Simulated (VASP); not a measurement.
# Bi: relaxation of the atoms with r2SCAN

Bi:

```
Bi
1.0
    -1.99931    2.01046    1.97237
     2.02103   -1.96277    1.94640
     1.98805    1.95151   -1.92468
Bi
1
Cartesian
  -0.0370 -0.1053 0.0540
```

The cell isn't the ideal one: cell strained at random at fixed volume.

```yaml
Program: VASP 6.6.1
Task: relaxation of the atoms
Functional: r2SCAN
Potentials_or_basis: VASP PAW PBE potentials, release 64 (Bi_d)
Cutoff: 520 eV
k_mesh: 7 × 7 × 7
Occupations: methfessel-paxton, width 0.1 eV
Spin: no spin polarisation
Optimiser: FIRE
Further_INCAR_settings: ALGO = Normal; EDIFF = 1.00e-06
```

The pressure after relaxing is 1.2 GPa. The band gap on the k mesh is none (metal or under the smearing width).

Stress tensor (GPa, compression positive):
```
 1.75 -0.28  0.17
-0.28  0.85  0.13
 0.17  0.13  1.06
```

Final structure:
```
Bi
1.0
    -1.99931    2.01046    1.97237
     2.02103   -1.96277    1.94640
     1.98805    1.95151   -1.92468
Bi
1
Cartesian
  -0.0370 -0.1053 0.0540
```

Levels at points of the mesh, in eV from the Fermi level:
```
           k point  band 4  band 5  band 6  band 7  band 8  band 9  band 10  band 11
(0.00, 0.00, 0.00)  -23.55  -23.54  -14.08    5.20    5.30    5.63    10.12    11.15
```

Run time: 2.5 min on 1 thread of Intel(R) Xeon(R) Platinum 8488C (Sapphire Rapids), with other jobs on the host, peak memory 0.2 GiB.

Caveat: the relaxation stopped at its first step, so nothing moved; the PAW data sets were made with another functional, which shifts forces and pressure a little; spin-orbit coupling is left out, which moves the levels of the heavy elements.
